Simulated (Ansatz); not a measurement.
# Co: the cost of one run

Method: DFT r2SCAN, scalar-relativistic, plane waves, PAW, in Ansatz 0.2.0.

**1. The structure to begin with**

The structure is hexagonal, space group P6_3/mmc (No. 194). Conventional cell: a = 2.472 Å, b = 2.472 Å, c = 4.021 Å, α = 90.00°, β = 90.00°, γ = 120.00°. Co (site symmetry -6m2) is surrounded by 12 Co at 2.47 Å.

Coordinates:

```
CELL_PARAMETERS angstrom
2.47200 0.00000 0.00000
-1.23600 2.14081 0.00000
0.00000 0.00000 4.02114
ATOMIC_POSITIONS crystal
Co 0.33333 0.66667 0.25000
Co 0.66667 0.33333 0.75000
```

This is candidate A: structure listed in a database for this formula (P6_3/mmc, No. 194).

(A quick probe on a coarse mesh, which set the mesh and smearing, is not shown.)

**3. Relaxing cell and atoms (candidate A)**

Contents of input.yaml:

```yaml
crystal:
  lattice:
    - [2.4719999032, 0.0, 0.0]
    - [-1.2359999516, 2.1408147143, 0.0]
    - [0.0, 0.0, 4.02114408]
  atoms:
    - { symbol: Co, position: [0.33333333, 0.66666667, 0.25], spin: 2.15 }
    - { symbol: Co, position: [0.66666667, 0.33333333, 0.75], spin: 2.15 }
basis:
  ecutwfc: 500
kpoints:
  mp_grid: { grid: [21, 21, 10] }
hamiltonian:
  xc: r2scan
scf:
  occupations: { method: gaussian, width: 0.1 }
output:
  forces: true
  stress: true
  eigenvalues: true
  populations: true
magnetization:
  spin_polarized: true
relax:
  adjacent_minimum: "off"
  f_tol: 0.01
  max_steps: 80
  cell: { stress_tol: 0.05 }
```

Q: Estimate wall time and peak memory on 1 thread of an x86-64 CPU, shared host.

About 3.5 min, with a peak of 0.72 GiB.
